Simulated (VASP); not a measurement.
W:

```
W
1.0
    -1.58234    1.58234    1.58234
     1.58234   -1.58234    1.58234
     1.58234    1.58234   -1.58234
W
1
Direct
  0.00000 0.00000 0.00000
```

* Program: VASP 6.6.1
* Task: relaxation of cell and atoms
* Functional: PBE
* Potentials or basis: VASP PAW PBE potentials, release 64 (W_sv)
* Cutoff: 600 eV
* k mesh: 12 × 12 × 12
* Occupations: fermi-dirac, width 0.05 eV
* Spin: no spin polarisation

At the start: pressure 6.5 GPa; volume 15.85 Å³/atom.

**Question.** Where does the relaxation end?

**Answer.** Over 4 steps the energy falls by 6.5 meV/atom and the volume is 16.18 Å³/atom (+2.1 %); space group Im-3m (No. 229, to 0.05 Å).

Step by step:
```
step  energy change (eV)  largest force (eV/Å)  pressure (GPa)  volume (Å³)
   1              0.0000                0.0000            6.48        15.85
   2              0.0669                0.0000          -18.66        17.36
   3             -0.0065                0.0000           -0.18        16.19
   4             -0.0065                0.0000           -0.03        16.18
```

Final structure:
```
W
1.0
    -1.59325    1.59325    1.59325
     1.59325   -1.59325    1.59325
     1.59325    1.59325   -1.59325
W
1
Cartesian
  0.0000 0.0000 0.0000
```
